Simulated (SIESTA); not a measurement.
The system is PtSe2 (Sudovikovite).

```
CELL_PARAMETERS angstrom
3.72400 0.00000 0.00000
-1.86200 3.22508 0.00000
0.00000 0.00000 5.06200
ATOMIC_POSITIONS crystal
Pt 0.00000 0.00000 0.00000
Se 0.66667 0.33333 0.75000
Se 0.33333 0.66667 0.25000
```

| Quantity | Value |
| --- | --- |
| Program | SIESTA 5.4.2 |
| Task | single point |
| Functional | PBE |
| Potentials or basis | PseudoDojo 0.4 standard (PBE files) |
| Basis | DZP (energy shift 0.002 Ry) |
| Grid cutoff | 800 Ry |
| Energy shift | 0.002 Ry |
| k mesh | 8 × 8 × 5 |
| Occupations | fermi-dirac, width 0.05 eV |
| Spin | no spin polarisation |

On this cell: pressure 14.7 GPa; largest force 1.518 eV/Å; band gap on the k mesh none (metal or under the smearing width).

The same run follows on a disturbed copy (atoms moved at random, drawn with an rms of 0.05 Å):

```
Pt Se
1.0
     3.72400    0.00000    0.00000
    -1.86200    3.22508    0.00000
     0.00000    0.00000    5.06200
Pt Se
1 2
Direct
  0.01133 0.02263 0.00660
  0.65034 0.33135 0.74000
  0.33238 0.65513 0.24631
```

Problem. What does the disturbed cell give?

Solution. The energy (extrapolated to zero smearing) moves by +40.8 meV/atom; pressure 14.6 GPa; largest force 2.612 eV/Å; band gap on the k mesh none (metal or under the smearing width).

Forces in eV/Å, atoms in the order of the input:
```
Pt  -0.415 -2.124 -1.396
Se   0.598  0.658 -0.759
Se  -0.184  1.466  2.154
```

Stress tensor (GPa, compression positive):
```
13.85  1.35 -2.45
 1.35 17.24  2.31
-2.45  2.31 12.71
```

Caveats: semicore shells carry a single zeta, which can move pressures by several GPa and volumes by a few percent; the basis of atomic orbitals isn't converged, which shifts pressures, moduli and gaps; forces of over 1 eV/Å show positions far from the minimum, so gaps and moduli don't describe the material at rest (some runs).
